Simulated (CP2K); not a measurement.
# Re (P6_3/mmc) in CP2K: a series of runs

The runs below take Re through band structure, with LDA, PBEsol, r2SCAN, TB-mBJ.

All numbers are computed with CP2K 2026.2; they aren't measurements. Logs are shortened: lines on timing, memory, paths and dates and some standing lists are left out, and cuts for length are marked.

## Step 1: Starting point

The structure is hexagonal, space group P6_3/mmc (No. 194). Conventional cell: a = 2.761 Å, b = 2.761 Å, c = 4.458 Å, α = 90.00°, β = 90.00°, γ = 120.00°. Around Re (site symmetry -6m2) lie 12 Re at 2.74 to 2.76 Å.

## Step 2: Band structure, LDA

Input file re_bands.inp:

```
&GLOBAL
  PROJECT re_bands
  RUN_TYPE ENERGY_FORCE
  PRINT_LEVEL LOW
&END GLOBAL
&FORCE_EVAL
  METHOD QS
  STRESS_TENSOR ANALYTICAL
  &DFT
    BASIS_SET_FILE_NAME BASIS_MOLOPT_UZH
    POTENTIAL_FILE_NAME GTH_POTENTIALS
    &MGRID
      CUTOFF 450
      REL_CUTOFF 60
      NGRIDS 5
    &END MGRID
    &QS
      METHOD GPW
      EPS_DEFAULT 1.0E-9
    &END QS
    &KPOINTS
      SCHEME MONKHORST-PACK 11 11 6
      GAMMA_CENTERED T
      SYMMETRY T
      SYMMETRY_BACKEND SPGLIB
    &END KPOINTS
    &SCF
      SCF_GUESS ATOMIC
      EPS_SCF 1.0E-6
      MAX_SCF 100
      ADDED_MOS 16
      CHOLESKY OFF
      EPS_EIGVAL 1.0E-7
      &DIAGONALIZATION ON
        ALGORITHM STANDARD
      &END DIAGONALIZATION
      &MIXING ON
        METHOD BROYDEN_MIXING
        ALPHA 0.4
        BETA 1.5
        NBUFFER 8
      &END MIXING
      &SMEAR ON
        METHOD FERMI_DIRAC
        ELECTRONIC_TEMPERATURE [K] 116.045
      &END SMEAR
    &END SCF
    &XC
      &XC_FUNCTIONAL
        &LDA_X
        &END LDA_X
        &LDA_C_PW
        &END LDA_C_PW
      &END XC_FUNCTIONAL
    &END XC
    &PRINT
      &KPOINTS ON
      &END KPOINTS
      &MULLIKEN ON
      &END MULLIKEN
      &MO ON
        ENERGIES T
        OCCUPATION_NUMBERS T
        &EACH
          QS_SCF 0
        &END EACH
        ADD_LAST NUMERIC
      &END MO
      &BAND_STRUCTURE
        FILE_NAME bands.bs
        ADDED_MOS 6
        &KPOINT_SET
          UNITS B_VECTOR
          NPOINTS 6
          SPECIAL_POINT GAMMA 0.00000000 0.00000000 0.00000000
          SPECIAL_POINT M 0.50000000 0.00000000 0.00000000
          SPECIAL_POINT K 0.33333333 0.33333333 0.00000000
          SPECIAL_POINT GAMMA 0.00000000 0.00000000 0.00000000
          SPECIAL_POINT A 0.00000000 0.00000000 0.50000000
          SPECIAL_POINT L 0.50000000 0.00000000 0.50000000
          SPECIAL_POINT H 0.33333333 0.33333333 0.50000000
          SPECIAL_POINT A 0.00000000 0.00000000 0.50000000
        &END KPOINT_SET
        &KPOINT_SET
          UNITS B_VECTOR
          NPOINTS 6
          SPECIAL_POINT L 0.50000000 0.00000000 0.50000000
          SPECIAL_POINT M 0.50000000 0.00000000 0.00000000
        &END KPOINT_SET
        &KPOINT_SET
          UNITS B_VECTOR
          NPOINTS 6
          SPECIAL_POINT K 0.33333333 0.33333333 0.00000000
          SPECIAL_POINT H 0.33333333 0.33333333 0.50000000
        &END KPOINT_SET
      &END BAND_STRUCTURE
    &END PRINT
  &END DFT
  &SUBSYS
    &CELL
      A 2.7608000000 0.0000000000 0.0000000000
      B -1.3804000000 2.3909229348 0.0000000000
      C 0.0000000000 0.0000000000 4.4582000000
      PERIODIC XYZ
    &END CELL
    &COORD
      Re  1.3804000001 0.7969743115 3.3436500000
      Re  -0.0000000001 1.5939486233 1.1145500000
    &END COORD
    &KIND Re
      BASIS_SET TZVP-MOLOPT-PBE-GTH-q15
      POTENTIAL GTH-PADE-q15
    &END KIND
    &PRINT
      &ATOMIC_COORDINATES ON
      &END ATOMIC_COORDINATES
      &CELL ON
      &END CELL
    &END PRINT
  &END SUBSYS
  &PRINT
    &FORCES ON
    &END FORCES
    &STRESS_TENSOR ON
    &END STRESS_TENSOR
  &END PRINT
&END FORCE_EVAL
```

Potentials or basis: GTH_POTENTIALS Re GTH-PADE-q15; TZVP-MOLOPT-PBE-GTH basis.

On the command line:

```bash
> OMP_NUM_THREADS=2 cp2k.psmp -i re_bands.inp -o re_bands.out
```

re_bands.out:

```text

 CP2K| version string:                                       CP2K version 2026.2
 CP2K| Input file name                                              re_bands.inp

 GLOBAL| Force Environment number                                              1
 GLOBAL| Basis set file name                                    BASIS_MOLOPT_UZH
 GLOBAL| Potential file name                                      GTH_POTENTIALS
 GLOBAL| MM Potential file name                                     MM_POTENTIAL
 GLOBAL| Coordinate file name                                      __STD_INPUT__
 GLOBAL| Method name                                                        CP2K
 GLOBAL| Project name                                                   re_bands
 GLOBAL| Run type                                                   ENERGY_FORCE
 GLOBAL| FFT library                                                       FFTW3
[... 5 lines left out ...]
 GLOBAL| Global print level                                                  LOW
 GLOBAL| Total number of message passing processes                             1
 GLOBAL| Number of threads for this process                                    2
 GLOBAL| CPU model name                                                  UNKNOWN

 CELL| Volume [angstrom^3]:                                            29.427954
 CELL| Vector a [angstrom]:       2.761     0.000     0.000   |a| =     2.760800
 CELL| Vector b [angstrom]:      -1.380     2.391     0.000   |b| =     2.760800
 CELL| Vector c [angstrom]:       0.000     0.000     4.458   |c| =     4.458200
 CELL| Angle (b,c), alpha [degree]:                                    90.000000
 CELL| Angle (a,c), beta  [degree]:                                    90.000000
 CELL| Angle (a,b), gamma [degree]:                                   120.000000
 CELL| Numerically orthorhombic:                                              NO
 CELL| Periodicity                                                           XYZ

 CELL_REF| Volume [angstrom^3]:                                        29.427954
 CELL_REF| Vector a [angstrom     2.761     0.000     0.000   |a| =     2.760800
 CELL_REF| Vector b [angstrom    -1.380     2.391     0.000   |b| =     2.760800
 CELL_REF| Vector c [angstrom     0.000     0.000     4.458   |c| =     4.458200
 CELL_REF| Angle (b,c), alpha [degree]:                                90.000000
 CELL_REF| Angle (a,c), beta  [degree]:                                90.000000
 CELL_REF| Angle (a,b), gamma [degree]:                               120.000000
 CELL_REF| Numerically orthorhombic:                                          NO
 CELL_REF| Periodicity                                                       XYZ

[... 8 lines left out ...]
 TOTAL NUMBERS AND MAXIMUM NUMBERS

  Total number of            - Atomic kinds:                                   1
                             - Atoms:                                          2
                             - Shell sets:                                     2
                             - Shells:                                        22
                             - Primitive Cartesian functions:                 12
                             - Cartesian basis functions:                     82
                             - Spherical basis functions:                     70

  Maximum angular momentum of- Orbital basis functions:                        3
                             - Local part of the GTH pseudopotential:          2
                             - Non-local part of the GTH pseudopotential:      4

 MODULE QUICKSTEP: ATOMIC COORDINATES IN ANGSTROM

   Atom Kind Element         X             Y             Z       Z(eff)     Mass
      1    1 Re   75      1.380400      0.796974      3.343650  15.0000 186.2070
      2    1 Re   75     -0.000000      1.593949      1.114550  15.0000 186.2070

 SCF PARAMETERS         Density guess:                                    ATOMIC
                        --------------------------------------------------------
                        max_scf:                                             100
                        max_scf_history:                                       0
                        max_diis:                                              4
[... 5 lines left out ...]
                        --------------------------------------------------------
                        level_shift [a.u.]:                             0.000000
                        added MOs                                        16    0
                        --------------------------------------------------------
                        Mixing method:                            BROYDEN_MIXING
                                                charge density mixing in g-space
                        --------------------------------------------------------
                        Smear method:                                FERMI_DIRAC
                        Electronic temperature [K]:                        116.0
                        Electronic temperature [a.u.]:                  3.67E-04
[... 20 lines left out ...]
 BRILLOUIN|     4           0.00826       -0.45455       -0.45455        0.50000
 BRILLOUIN|     5           0.03306       -0.45455       -0.36364       -0.33333
 BRILLOUIN|     6           0.03306       -0.45455       -0.36364       -0.16667
[... 32 lines left out ...]
 BRILLOUIN|    39           0.00826       -0.36364        0.18182        0.00000
 BRILLOUIN|    40           0.00826       -0.36364        0.18182        0.50000
 [... further k-points ...]
 *******************************************************************************

 Extrapolation method: initial_guess

 Number of electrons:                                                         30
 Number of occupied orbitals:                                                 15
 Number of molecular orbitals:                                                31

 Number of orbital functions:                                                 70
 Number of independent orbital functions:                                     70

 SCF WAVEFUNCTION OPTIMIZATION

  Step     Update method      Time    Convergence         Total energy    Change
  ------------------------------------------------------------------------------
     1 NoMix/Diag. 0.40E+00    8.2     4.40798456      -160.0809549161 -1.60E+02
     2 Broy./Diag. 0.40E+00    5.9     0.10920256      -159.2098816257  8.71E-01
     3 Broy./Diag. 0.40E+00    5.9     0.20073838      -159.5213116999 -3.11E-01
     4 Broy./Diag. 0.40E+00    5.9     0.00755346      -159.3317761123  1.90E-01
     5 Broy./Diag. 0.40E+00    6.0     0.00568322      -159.2827759646  4.90E-02
     6 Broy./Diag. 0.40E+00    5.9     0.00048044      -159.2607161455  2.21E-02
     7 Broy./Diag. 0.40E+00    6.0     0.00041072      -159.2623200551 -1.60E-03
     8 Broy./Diag. 0.40E+00    5.9     0.00003021      -159.2629711135 -6.51E-04
     9 Broy./Diag. 0.40E+00    5.8     0.00001238      -159.2628496036  1.22E-04
    10 Broy./Diag. 0.40E+00    5.9     0.00000368      -159.2628097843  3.98E-05
    11 Broy./Diag. 0.40E+00    5.9     0.00000065      -159.2628153815 -5.60E-06

  *** SCF run converged in    11 steps ***

  Electronic density on regular grids:        -29.9999999976        0.0000000024
  Core density on regular grids:               29.9999999761       -0.0000000239
  Total charge density on r-space grids:       -0.0000000215
  Total charge density g-space grids:          -0.0000000215

  Overlap energy of the core charge distribution:               0.00000000214951
  Self energy of the core charge distribution:               -239.51444584574563
  Core Hamiltonian energy:                                     54.45574161570287
  Hartree energy:                                              42.93818926023778
  Exchange-correlation energy:                                -17.14226700612647
  Electronic entropic energy:                                  -0.00003340749164
  Fermi energy:                                                 0.62891611653418

  Total energy:                                              -159.26281538146745
  Total energy (extrapolated to T->0):                       -159.26279867772163

 MO| EIGENVALUES AND OCCUPATION NUMBERS FOR K POINT 1
 MO|
 MO|  Index      Eigenvalue [a.u.]        Eigenvalue [eV]             Occupation
 MO|      1              -2.336943             -63.591461               2.000000
 MO|      2              -2.336802             -63.587618               2.000000
 MO|      3              -0.911823             -24.811957               2.000000
 MO|      4              -0.907478             -24.693738               2.000000
 MO|      5              -0.883878             -24.051537               2.000000
 MO|      6              -0.878270             -23.898951               2.000000
[... 510 lines left out ...]
 MO|     30               1.754149              47.732816               0.000000
 MO|     31               1.797972              48.925309               0.000000
 MO| Sum:                                                              28.000265
 MO| E(Fermi):            0.628916 a.u.         17.113678 eV

 [... the levels of further k-points ...]

 !-----------------------------------------------------------------------------!
                     Mulliken Population Analysis

 #  Atom  Element  Kind  Atomic population                           Net charge
       1     Re       1         14.999998                              0.000002
       2     Re       1         15.000002                             -0.000002
 # Total charge                             30.000000                  0.000000

 !-----------------------------------------------------------------------------!

 KPOINTS| Band Structure Calculation
 KPOINTS| Number of k-point sets                                               3
 KPOINTS| Number of added MOs/bands                                            6
 KPOINTS| Number of k-points in set    1                                      43
 KPOINTS| In units of b-vector [2pi/Bohr]
 KPOINTS| Special point     1       GAMMA     0.000000     0.000000     0.000000
 KPOINTS| Special point     2           M     0.500000     0.000000     0.000000
 KPOINTS| Special point     3           K     0.333333     0.333333     0.000000
 KPOINTS| Special point     4       GAMMA     0.000000     0.000000     0.000000
 KPOINTS| Special point     5           A     0.000000     0.000000     0.500000
 KPOINTS| Special point     6           L     0.500000     0.000000     0.500000
 KPOINTS| Special point     7           H     0.333333     0.333333     0.500000
 KPOINTS| Special point     8           A     0.000000     0.000000     0.500000
 KPOINTS| Number of k-points in set    2                                       7
 KPOINTS| In units of b-vector [2pi/Bohr]
 KPOINTS| Special point     1           L     0.500000     0.000000     0.500000
 KPOINTS| Special point     2           M     0.500000     0.000000     0.000000
 KPOINTS| Number of k-points in set    3                                       7
 KPOINTS| In units of b-vector [2pi/Bohr]
 KPOINTS| Special point     1           K     0.333333     0.333333     0.000000
 KPOINTS| Special point     2           H     0.333333     0.333333     0.500000

 ENERGY| Total FORCE_EVAL ( QS ) energy [hartree]           -159.262813456612804

 FORCES| Atomic forces [hartree/bohr]
 FORCES|   Atom     x               y               z               |f|
 FORCES|      1  1.61221158E-08 -1.25128135E-08 -1.82801317E-09   2.04898695E-08
 FORCES|      2 -1.61221275E-08  1.25128280E-08  1.82823699E-09   2.04899075E-08
 FORCES| Sum    -1.17479557E-14  1.44472167E-14  2.23818895E-13
 FORCES| Total atomic force                                       2.24592151E-13

 STRESS| Analytical stress tensor [bar]
 STRESS|                        x                   y                   z
 STRESS|      x       -1.21086366866E+05   8.67758239496E-02  -1.03309909447E-08
 STRESS|      y        8.67758239496E-02  -1.21087217162E+05  -3.40737303988E-06
 STRESS|      z       -1.03309909447E-08  -3.40737303988E-06  -1.19565604284E+05
 STRESS| 1/3 Trace                                            -1.20579729437E+05
 STRESS| Determinant                                          -1.75307222915E+15

 STRESS| Eigenvectors and eigenvalues of the analytical stress tensor [bar]
 STRESS|                        1                   2                   3
 STRESS| Eigenvalues  -1.21087225928E+05  -1.21086358100E+05  -1.19565604284E+05
 STRESS|      x          -0.100500855422      0.994936971903     -0.000000000007
 STRESS|      y           0.994936971903      0.100500855422     -0.000000002239
 STRESS|      z           0.000000002227      0.000000000232      1.000000000000
```

Wall time 81 s (2 threads of Arm Neoverse V1, shared host); peak memory 0.38 GiB.

Results:

- Free energy: -4333.7616 eV
- Pressure: -12.1 GPa
- Band gap on the k mesh: none (metal or under the smearing width)

Levels at the corners of the path, in eV from the Fermi level:
| point | band 12 | band 13 | band 14 | band 15 | band 16 | band 17 | band 18 | band 19 |
| --- | --- | --- | --- | --- | --- | --- | --- | --- |
| Γ | -1.63 | -1.62 | -0.74 | -0.74 | 0.24 | 0.24 | 0.58 | 3.60 |
| M | -1.99 | -1.92 | -1.43 | -0.63 | 4.27 | 4.68 | 4.80 | 6.46 |
| K | -3.49 | -2.23 | -2.23 | -0.05 | 3.23 | 3.23 | 3.79 | 6.13 |
| Γ | -1.63 | -1.62 | -0.74 | -0.74 | 0.24 | 0.24 | 0.58 | 3.60 |
| A | -2.50 | -1.75 | -1.75 | -1.75 | -1.75 | 2.75 | 2.75 | 2.75 |
| L | -4.26 | 0.42 | 0.42 | 0.81 | 0.81 | 4.59 | 4.59 | 5.02 |
| H | -3.88 | -2.26 | -2.26 | 0.08 | 0.08 | 3.51 | 3.51 | 9.77 |
| A | -2.50 | -1.75 | -1.75 | -1.75 | -1.75 | 2.75 | 2.75 | 2.75 |
| L | -4.26 | 0.42 | 0.42 | 0.81 | 0.81 | 4.59 | 4.59 | 5.02 |
| M | -1.99 | -1.92 | -1.43 | -0.63 | 4.27 | 4.68 | 4.80 | 6.46 |
| K | -3.49 | -2.23 | -2.23 | -0.05 | 3.23 | 3.23 | 3.79 | 6.13 |
| H | -3.88 | -2.26 | -2.26 | 0.08 | 0.08 | 3.51 | 3.51 | 9.77 |

Caveat: spin-orbit coupling is left out, which moves the levels of the heavy elements; the basis of atomic orbitals isn't converged, which shifts pressures, moduli and gaps.

[end of part 1 of 3]
